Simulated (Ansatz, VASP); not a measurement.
**Two plane-wave programs on RbBr**

INCAR

```
SYSTEM = RbBr
ALGO = Normal ; EDIFF = 1E-6
ENCUT = 520 ; GGA = PS
ISIF = 2 ; ISMEAR = 0
LASPH = .TRUE. ; LCHARG = .TRUE.
LELF = .TRUE. ; LREAL = .FALSE.
LVHAR = .TRUE. ; LWAVE = .FALSE.
NBANDS = 15 ; NELM = 60
PREC = Accurate ; SIGMA = 0.05
```

KPOINTS

```
k-points
0
G
  6 6 6
  0 0 0
```

The input POSCAR:

```
RbBr
1.0
    4.0701688540      0.0000000000      0.0000000000
    0.0000000000      4.0701688540      0.0000000000
    0.0000000000      0.0000000000      4.0701688540
Rb Br
1 1
Direct
    0.0000000000     -0.0396914813     -0.0198457406
    0.5000000000      0.5424552411      0.5212276205
```

Input for Ansatz:

```yaml
crystal:
  lattice:
    - [4.070168854, 0.0, 0.0]
    - [0.0, 4.070168854, 0.0]
    - [0.0, 0.0, 4.070168854]
  atoms:
    - { symbol: Rb, position: [0.0, -0.0396914813, -0.0198457406] }
    - { symbol: Br, position: [0.5, 0.5424552411, 0.5212276205] }
basis:
  ecutwfc: 420
kpoints:
  mp_grid: { grid: [6, 6, 6] }
hamiltonian:
  xc: pbesol
scf:
  occupations: { method: gaussian, width: 0.05 }
output:
  forces: true
  stress: true
  eigenvalues: true
  write_density: true
  write_potential: true
  elf: true
  volumetric_format: npy
```

Change from the starting cell: mode 5 frozen in at -0.173 Å and mode 6 at -0.086 Å (largest displacements).

Alike in both runs: task single point; functional PBEsol; k mesh 6 × 6 × 6; occupations gaussian, width 0.05 eV; no spin polarisation.

|  | VASP | Ansatz |
| --- | --- | --- |
| version | VASP 6.6.1 | Ansatz 0.2.0 |
| potentials or method | VASP PAW PBE potentials, release 64 (Rb_sv, Br) | scalar-relativistic, plane waves, PAW |
| plane-wave cutoff (eV) | 520 | 420 |
| valence electrons in the cell | 16 | 16 |

VASP gave:

```
gap on the k mesh at the Fermi level (eV)       : 4.09
least direct gap on the mesh (eV)               : 4.23
pressure (GPa)                                  : 0.9
largest component of the traceless stress (GPa) : 0.67
rms of the force components (eV/Å)              : 0.226
```

Q: Estimate Ansatz's values.

A: gap on the k mesh at the Fermi level (eV): 4.09; least direct gap on the mesh (eV): 4.23; pressure (GPa): 0.9; largest component of the traceless stress (GPa): 0.66; rms of the force components (eV/Å): 0.222.

Atom by atom the forces differ by 0.004 eV/Å (rms over components). With one functional, cell and mesh, what is left measures potentials, basis and numerics.

Caveats: the PAW data sets were made with another functional, which shifts forces and pressure a little (VASP). A k mesh can miss the band edges.
